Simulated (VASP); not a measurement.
Here is a VASP 6.6.1 calculation.

Contents of INCAR:

```
  PREC = Accurate
  ENCUT = 520
  EDIFF = 1E-6
  ISMEAR = 0
  SIGMA = 0.05
  LREAL = F
  LASPH = T
  NELM = 100
  ALGO = Fast
  ISIF = 2
  LWAVE = F
  LCHARG = F
  GGA = PS
  NBANDS = 14
```

The input KPOINTS:

```
regular mesh
0
Gamma
  8 8 8
```

POSCAR

```
NaF
1.0
    0.0000000000      2.3233000000      2.3233000000
    2.3233000000      0.0000000000      2.3233000000
    2.3233000000      2.3233000000      0.0000000000
Na F
1 1
Direct
   -0.0248504399     -0.0248504399     -0.0248504399
    0.5000000000      0.5000000000      0.5000000000
```

Potentials or basis: VASP PAW PBE potentials, release 64 (Na_pv, F).

Command:

```bash
$ cat potpaw_PBE.64/Na_pv/POTCAR potpaw_PBE.64/F/POTCAR > POTCAR
$ mpirun -np 1 vasp_std > vasp.out
```

Question: Predict the band gap on the k mesh.

Answer: 6.11 eV, direct.

Question: Estimate the largest force.

Answer: 0.432 eV/Å.

Question: What does it give for the pressure?

Answer: 0.5 GPa.

Stress tensor (GPa, compression positive):
```
 0.50 -0.33 -0.33
-0.33  0.50 -0.33
-0.33 -0.33  0.50
```

Caveat: the PAW data sets were made with another functional, which shifts forces and pressure a little.
